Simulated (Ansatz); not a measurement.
SiO2:

```xyz
12
Lattice="-4.4720 4.4720 2.6118 4.4720 -4.4720 2.6118 4.4720 4.4720 -2.6118" Properties=species:S:1:pos:R:3 pbc="T T T"
Si    2.8899    2.8899    2.6118
Si    2.8899   -2.8899    2.6118
Si   -2.8899    2.8899    2.6118
Si    1.5821    1.5821    0.0000
O     7.0788    0.0000    0.0000
O     0.0000    1.8653    0.0000
O     0.0000    7.0788    0.0000
O     1.8653    0.0000    0.0000
O     2.2360    2.2360   -1.3059
O    -2.2360    2.2360    1.3059
O     2.2360   -2.2360    1.3059
O     2.2360    2.2360    1.3059
```

The cell comes from a database or a generator and needn't be the stable form of this composition.

| Property | Result |
| --- | --- |
| Program | Ansatz 0.2.0 |
| Task | relaxation of cell and atoms |
| Functional | RPBE |
| Potentials or basis | Ansatz PAW |
| Cutoff | 420 eV (not typed: the program's choice for these potentials) |
| k mesh | 6 × 6 × 6 |
| Occupations | fermi-dirac, width 0.05 eV |
| Spin | no spin polarisation |

At the start: volume 17.41 Å³/atom.

**Question.** Where does the relaxation end?

**Answer.** It ends after 9 steps and the volume is 18.10 Å³/atom (+4.0 %); space group I4/mmm (No. 139, to 0.05 Å).

The path:
| step | energy change (eV) | largest force (eV/Å) | volume (Å³) |
| --- | --- | --- | --- |
| 1 | 0.0000 | 0.3187 | 208.93 |
| 2 | -0.0978 | 0.2054 | 212.83 |
| 3 | -0.1278 | 0.0766 | 216.87 |
| 4 | -0.1282 | 0.1441 | 216.87 |
| 5 | -0.1288 | 0.0197 | 216.95 |
| 6 | -0.1291 | 0.0008 | 216.86 |
| 7 | -0.1529 | 0.0008 | 216.86 |
| 8 | -0.1523 | 0.0010 | 217.22 |
| 9 | -0.1531 | 0.0009 | 217.22 |

Final structure:
```yaml
crystal:
  lattice:
    - [-4.52717, 4.52717, 2.64959]
    - [4.52717, -4.52717, 2.64959]
    - [4.52717, 4.52717, -2.64959]
  atoms:
    - { symbol: Si, position: [0.82307, 0.82307, 0.64613] }
    - { symbol: Si, position: [0.17693, 0.82307, 0.00000] }
    - { symbol: Si, position: [0.82307, 0.17693, 0.00000] }
    - { symbol: Si, position: [0.17693, 0.17693, 0.35387] }
    - { symbol: O, position: [0.00000, 0.79034, 0.79034] }
    - { symbol: O, position: [0.20966, 0.00000, 0.20966] }
    - { symbol: O, position: [0.79034, 0.00000, 0.79034] }
    - { symbol: O, position: [0.00000, 0.20966, 0.20966] }
    - { symbol: O, position: [0.00000, 0.00000, 0.50000] }
    - { symbol: O, position: [0.50000, 0.00000, 0.00000] }
    - { symbol: O, position: [0.00000, 0.50000, 0.00000] }
    - { symbol: O, position: [0.50000, 0.50000, 0.50000] }
```

Caveat: the plane-wave basis is chosen anew once the cell has moved, so the energies of steps on either side of that aren't comparable; the pressure holds a Pulay correction of +0.4 GPa for the finite cutoff; the PAW data sets come from PBE, with cores solved anew for the run's functional, which leaves a small shift of forces and pressure.
